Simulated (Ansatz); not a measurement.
Here is the system:

CaF2 (fluorite)

```
CELL_PARAMETERS angstrom
      0.00000     2.75551     2.75551
      2.75551     0.00000     2.75551
      2.75551     2.75551     0.00000
ATOMIC_POSITIONS crystal
  Ca 0.00000 0.00000 0.00000
  F  0.25000 0.25000 0.25000
  F  0.75000 0.75000 0.75000
```

In each cell atom 3 (F, nearest neighbour Ca at 2.386 Å; its periodic images, 3.9 Å or more away, move with it) moves by s·(0.577, 0.577, 0.577) (towards the nearest neighbour), the rest being held.

Level of theory: PBE (plane waves to 420 eV, PAW, scalar-relativistic; Ansatz, a first-principles code). k mesh 8×8×8 (Γ-centred), Fermi-Dirac smearing 0.05 eV. The energy includes the smearing's −TS. CaF2 was relaxed with its symmetry unable to fall. The PAW data are Ansatz's earlier set. The zero of ΔE is the undisplaced structure.

The scan covers s from -0.240 to 0.240 Å in 11 points.

Is the energy the same for displacements of ±0.240 Å, and if not, which side lies higher?

Not even: the positive side lies higher at ±0.240 Å. With its periodic images moving along, the atom's site symmetry in this cell is -43m.

What is the energy change at s = 0.240 Å?

152.3 meV/cell.

What force acts on the atom along the line at s = -0.240 Å?

0.768 eV/Å.

What is the force constant k = d²E/ds² of this move at s = 0?

4.20 eV/Å².

(For displaced atoms, the force is minus the slope of the energy, and its curvature is a force constant, which sets phonon frequencies.)
